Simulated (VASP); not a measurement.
Write the native input for VASP 6.6.1 that does the following.

- Task: band structure
- Functional: LDA
- Potentials or basis: VASP PAW LDA potentials, release 64 (Au)
- Cutoff: 520 eV
- k mesh: 10 × 10 × 10
- Occupations: fermi-dirac, width 0.05 eV
- Spin: no spin polarisation
- Further INCAR settings: ALGO = Fast; EDIFF = 1e-06

The structure of Au lies in POSCAR:

```
Au
1.0
    2.7484100000      0.0000000000      0.0000000000
    0.0000000000      2.7484100000      0.0000000000
    0.0000000000      0.0000000000      2.7484100000
Au
1
Direct
    0.5000000000      0.5000000000      0.5000000000
```

The cell was built by a generator and needn't be a form met in nature.

These files were run (other wordings do the same):

INCAR

```
PREC     = Accurate       # precision mode
ENCUT    = 520            # plane-wave cutoff, eV
EDIFF    = 1E-6           # SCF threshold, eV
ISMEAR   = -1             # smearing method
SIGMA    = 0.05           # smearing width, eV
LREAL    = F              # projectors in reciprocal space
LASPH    = T              # aspherical terms in the spheres
NELM     = 100            # most SCF steps
ALGO     = Fast           # electronic algorithm
ISIF     = 2              # what is computed and relaxed
LWAVE    = F              # write WAVECAR
LCHARG   = F              # write CHGCAR
LMAXMIX  = 4              # l up to which the mixer works
GGA      = CA             # functional
```

KPOINTS

```
regular mesh
0
Gamma
  10 10 10
```

KPOINTS_OPT

```
path GXMGRX,MR
15
line-mode
reciprocal
 0.0000000000  0.0000000000  0.0000000000  G
 0.0000000000  0.5000000000  0.0000000000  X

 0.0000000000  0.5000000000  0.0000000000  X
 0.5000000000  0.5000000000  0.0000000000  M

 0.5000000000  0.5000000000  0.0000000000  M
 0.0000000000  0.0000000000  0.0000000000  G

 0.0000000000  0.0000000000  0.0000000000  G
 0.5000000000  0.5000000000  0.5000000000  R

 0.5000000000  0.5000000000  0.5000000000  R
 0.0000000000  0.5000000000  0.0000000000  X

 0.5000000000  0.5000000000  0.0000000000  M
 0.5000000000  0.5000000000  0.5000000000  R
```

Potentials or basis: VASP PAW LDA potentials, release 64 (Au).

Run with:

```console
$ cat potpaw_LDA.64/Au/POTCAR > POTCAR
$ mpirun -np 1 vasp_std > vasp.out
```

Results of the run:

- Pressure: -9.6 GPa
- Band gap along the path: none (metal or under the smearing width)

Caveat: spin-orbit coupling is left out, which moves the levels of the heavy elements.

Wall time 11 s on 1 thread of Intel(R) Xeon(R) Platinum 8375C CPU @ 2.90GHz (Ice Lake), on a shared host, peak memory 0.13 GiB.
